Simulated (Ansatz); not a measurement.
Wanted: the native input for an Ansatz 0.2.0 run.

* Task: relaxation of cell and atoms
* Functional: PBEsol
* Potentials or basis: Ansatz PAW
* Cutoff: 420 eV (not typed: the program's choice for these potentials)
* k mesh: 12 × 12 × 12
* Occupations: fermi-dirac, width 0.05 eV
* Spin: no spin polarisation
* Target pressure: 10 GPa
* Target pressure (GPa): 10

The system is TiSi2.

```
Ti Si
1.0
    -1.47287    1.71213    4.21208
     1.47287   -1.71213    4.21208
     1.47287    1.71213   -4.21208
Ti Si
1 2
Direct
  0.00000 0.00000 0.00000
  0.67008 0.67008 0.00000
  0.32992 0.32992 0.00000
```

The cell comes from a database or a generator and needn't be the stable form of this composition.

One way to write it, as run:

input.yaml

```yaml
crystal:
  lattice:
    - [-1.472872, 1.71213, 4.212083]
    - [1.472872, -1.71213, 4.212083]
    - [1.472872, 1.71213, -4.212083]
  atoms:
    - { symbol: Ti, position: [0.0, 0.0, 0.0] }
    - { symbol: Si, position: [0.670078, 0.670078, 0.0] }
    - { symbol: Si, position: [0.329922, 0.329922, 0.0] }
hamiltonian:
  xc: pbesol
  pseudopotentials: { kind: paw }
kpoints:
  mp_grid: { grid: [12, 12, 12] }
scf:
  occupations: { method: fermi_dirac, width: 0.05 }
output:
  forces: true
  stress: true
  eigenvalues: true
relax:
  f_tol: 0.01
  max_steps: 40
  cell: { stress_tol: 0.05, p_target: 10.0 }
```

Potentials or basis: Ansatz PAW.

Launch:

```console
$ ansatz run input.yaml --threads 2 --pin off --max-ram 5632MiB --backend cpu --events-out ev --progress --plain --runs-dir out
```

Results of the run:

```
Relaxed volume                                         : 13.01 Å³/atom
Relaxed cell                                           : a = 4.644 Å, b = 4.644 Å, c = 4.644 Å, α = 144.14°, β = 137.90°, γ = 56.47°
Space group after relaxing (to 0.05 Å)                 : Immm (No. 71)
Energy change on relaxing (the enthalpy is what falls) : +19.2 meV/atom
Ionic steps                                            : 7
Pressure after relaxing                                : 10.0 GPa
Band gap on the k mesh                                 : none (metal or under the smearing width)
```

Caveat: the plane-wave basis is chosen anew once the cell has moved, so the energies of steps on either side of that aren't comparable; the PAW data sets come from PBE, with cores solved anew for the run's functional, which leaves a small shift of forces and pressure.

Run time: 71 s on 2 threads of Intel(R) Xeon(R) Processor @ 2.50GHz (Skylake/Cascade Lake), on a shared host, peak memory 0.5 GiB.
